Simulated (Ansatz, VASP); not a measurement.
# Al4P in VASP and in Ansatz

```
Al P
1.0
    -2.86683    2.86683    2.86683
     2.86683   -2.86683    2.86683
     2.86683    2.86683   -2.86683
Al P
4 1
Direct
  0.00000 0.63058 0.00000
  0.36942 0.36942 0.36942
  0.00000 0.00000 0.63058
  0.63058 0.00000 0.00000
  0.00000 0.00000 0.00000
```

Change from the starting cell: species swapped into the GeF4 type (I-43m, No. 217).

Alike in both runs: task relaxation of cell and atoms; functional PBE; k mesh 4 × 4 × 4; occupations gaussian, width 0.1 eV; no spin polarisation.

|  | VASP | Ansatz |
| --- | --- | --- |
| version | VASP 6.6.1 | Ansatz 0.2.0 |
| potentials or method | VASP PAW PBE potentials, release 64 (Al, P) | scalar-relativistic, plane waves, PAW |
| plane-wave cutoff (eV) | 600 | 420 |
| valence electrons in the cell | 17 | 17 |

```tsv
	VASP	Ansatz	Ansatz less VASP
gap on the k mesh at the Fermi level, each at its own relaxed structure (eV)	none	none	-
relaxed volume (Å³/atom)	19.35	19.39	+0.040
relaxed cell length with the largest relative difference (Å)	5.009	5.013	+0.0035
energy change over the relaxation (meV/atom)	-2178	-2187	-9.1
```

A gap of «none» marks a metal or a gap that the smearing closes.

Caveats: the k mesh is coarse (spacing up to 0.39 Å⁻¹), so the values aren't converged.
